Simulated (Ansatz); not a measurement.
System: tetradymite Sb2Te3. Method: HSE06 (Ansatz, a quantum-chemistry and plane-wave program, plane waves, PAW).

The run printed, among other lines:

```
WARN output.stress: scf.exx.energy_threshold = 1e-6 eV is looser than the 5e-8 eV advised for a stress under a hybrid functional (1e-8 eV for each atom of the …
Crystal: 5 atoms, lattice volume = 158.750 Å³
Basis set: ecut = 460 eV, 3587 PW (Γ), FFT grids on a1−a3, a2−a3, a3, exchange–correlation on 60×60×150 points (8 copies of the dense FFT grid, shifted against one another)
Bands: 47, of which v1, the nominal top of the filled ones, is band 39 counted from 1 (38 counted from 0)
Symmetry: 12 space group operations
Space group: R-3m (ITA 166), of the structure as read, at distance tolerance 5.4e-5 Å
k-points: 32 of 216
SCF iter   1: F=—  HF=-33909.442257 eV  |F-HF|=—  |Δ(HF+E_count)|=         —  Δρ=1.18e-3  dr2=5.47e-3
SCF iter   2: F=—  HF=-33909.443833 eV  |F-HF|=—  |Δ(HF+E_count)|=   1.58e-3  Δρ=7.12e-4  dr2=2.26e-3
  ...
SCF 1 converged in 11 iterations: F = -33909.444086 eV  dr2 = 2.59e-10
Crystal: 5 atoms, lattice volume = 158.750 Å³
Initial density: handed on by an earlier stage of this run
Crystal: 5 atoms, lattice volume = 158.750 Å³
Crystal: 5 atoms, lattice volume = 158.750 Å³
SCF iter   2: F=—  HF=-33931.025811 eV  |F-HF|=—  |Δ(HF+E_count)|=  5.09e-11  Δρ=4.62e-7  dr2=2.67e-10
SCF iter   3: F=-33931.025811 eV  HF=-33931.025811 eV  |F-HF|=5.82e-11  |Δ(HF+E_count)|=  2.76e-10  Δρ=2.14e-7  dr2=9.85e-11
SCF 4 converged in 3 iterations: F = -33931.025811 eV  dr2 = 9.85e-11
Free energy (F): -33931.025811 eV
Internal energy: -33931.025811 eV  (E = F + TS)
E sigma→0 (E₀):  -33931.025811 eV
Fermi energy:    9.765017 eV
--- Forces (eV/Å), atoms counted from 1 ---
  atom   1  Sb    -0.00000000    -0.00000000    -0.12345599
  atom   2  Sb     0.00000000     0.00000000     0.12345599
  atom   3  Te     0.00000000     0.00000000     0.00000000
  atom   4  Te    -0.00000000    -0.00000000    -0.24818897
  atom   5  Te     0.00000000     0.00000000     0.24818897
--- Stress (GPa, compression-positive) ---
        0.782165       0.000000       0.000000
        0.000000       0.782165      -0.000000
        0.000000      -0.000000       0.495957
  P = ⅓ Tr σ = 0.6868 GPa (6.868 kbar)
```

Q: Write an input file that produces this run.

A: This is not unique; one that fits is 
Ansatz 0.2 input:
```yaml
crystal:
  lattice:
    - [0.0, 2.4570871378, -10.1209670405]
    - [2.127900025, -1.2285438189, -10.1209669798]
    - [-2.127900025, -1.2285438189, -10.1209669798]
  atoms:
    - { symbol: Sb, position: [0.3983059954, 0.3983059954, 0.3983059954] }
    - { symbol: Sb, position: [0.6016940046, 0.6016940046, 0.6016940046] }
    - { symbol: Te, position: [0.0, 0.0, 0.0] }
    - { symbol: Te, position: [0.2118725575, 0.2118725575, 0.2118725575] }
    - { symbol: Te, position: [0.7881274425, 0.7881274425, 0.7881274425] }
basis:
  ecutwfc: 460
  ecutrho_ratio: 4
  xc_grid: 2
kpoints:
  mp_grid: { grid: [6, 6, 6] }
hamiltonian:
  xc: hse06
  dispersion: none
  pseudopotentials: { kind: paw }
scf:
  occupations: { method: fermi_dirac, width: 0.01 }
  convergence: { dr2_threshold: 0.0000000005 }
output:
  forces: true
  stress: true
  eigenvalues: true
```

The PAW data were made under PBE.

Note: cell and atoms aren't relaxed at this level (largest force 0.25 eV/Å, pressure 0.7 GPa).
